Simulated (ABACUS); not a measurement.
The system is Ni.

```
Ni
1.0
     0.00000    1.73757    1.73757
     1.73757    0.00000    1.73757
     1.73757    1.73757    0.00000
Ni
1
Direct
  0.00000 0.00000 0.00000
```

Base run:

```yaml
Program: ABACUS 3.10.1
Functional: PBE
Potentials_or_basis: SG15 ONCV 1.2 PBE
Cutoff: 1333 eV
Density_cutoff: 5333 eV
Basis: plane waves
k_mesh: 10 × 10 × 10
Occupations: fermi-dirac, width 0.05 eV
Spin: collinear spin, ferromagnetic start
Starting_moments: "[1.0] μB"
```

Its results: band gap on the k mesh none (metal or under the smearing width); pressure 9.8 GPa; net moment 0.69 μB per cell.

Problem. The run is repeated on the same cell with these changes: functional from PBE to HLE16; potentials or basis from SG15 ONCV 1.2 PBE to PseudoDojo NC SR 0.5 PBE standard. What comes out?

Solution. Band gap on the k mesh none (metal or under the smearing width); pressure -21.9 GPa; net moment 0.00 μB per cell.

Caveats: the potentials were made for a functional far from this one (some runs); so large a pressure means that the cell lies far from this level's equilibrium, or that cutoff or potentials fall short (some runs); the potentials were made for another functional, which shifts forces and pressure (some runs).
